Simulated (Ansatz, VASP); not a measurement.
# One calculation of Ag, two programs

Contents of INCAR:

```
PREC = Accurate
ENCUT = 520
EDIFF = 1E-6
ISMEAR = -1
SIGMA = 0.1
LREAL = F
LASPH = T
NELM = 80
ALGO = Normal
ISIF = 2
LWAVE = F
LCHARG = F
GGA = PS
NBANDS = 24
```

Contents of KPOINTS:

```
Automatic mesh
0
Gamma
  13 13 5
```

Contents of POSCAR:

```
Ag
1.0
    0.0000000000      2.0272174536     -2.0272174536
   -2.0272174536      0.0000000000      2.0272174536
    4.0544349071      4.0544349071      4.0544349071
Ag
3
Direct
    0.0000000000      0.0000000000      0.0000000000
    0.3333333330      0.6666666670      0.3333333330
    0.6666666670      0.3333333330      0.6666666670
```

Input for Ansatz:

```yaml
crystal:
  lattice:
    - [0.0, 2.0272174536, -2.0272174536]
    - [-2.0272174536, 0.0, 2.0272174536]
    - [4.0544349071, 4.0544349071, 4.0544349071]
  atoms:
    - { symbol: Ag, position: [0.0, 0.0, 0.0] }
    - { symbol: Ag, position: [0.333333333, 0.666666667, 0.333333333] }
    - { symbol: Ag, position: [0.666666667, 0.333333333, 0.666666667] }
kpoints:
  mp_grid: { grid: [13, 13, 5] }
scf:
  occupations: { method: fermi_dirac, width: 0.1 }
hamiltonian:
  xc: pbesol
  pseudopotentials: { kind: all_electron, lapw: { basis_error: 0.001 } }
output:
  forces: true
  stress: true
  eigenvalues: true
```

Alike in both runs: task single point; functional PBEsol; k mesh 13 × 13 × 5; occupations fermi-dirac, width 0.1 eV; no spin polarisation.

|  | VASP | Ansatz |
| --- | --- | --- |
| version | VASP 6.6.1 | Ansatz 0.2.0 |
| potentials or method | VASP PAW PBE potentials, release 64 (Ag) | all-electron LAPW, scalar-relativistic |
| plane-wave cutoff (eV) | 520 | see its input |

|  | VASP | Ansatz | Ansatz less VASP |
| --- | --- | --- | --- |
| pressure (GPa) | -0.4 | -0.1 | +0.20 |

Ansatz ran all-electron here, so the differences hold the error of VASP's frozen core and of both bases.

Caveats: the PAW data sets were made with another functional, which shifts forces and pressure a little (VASP); the real-space grid breaks the cell's symmetry a little (VASP).
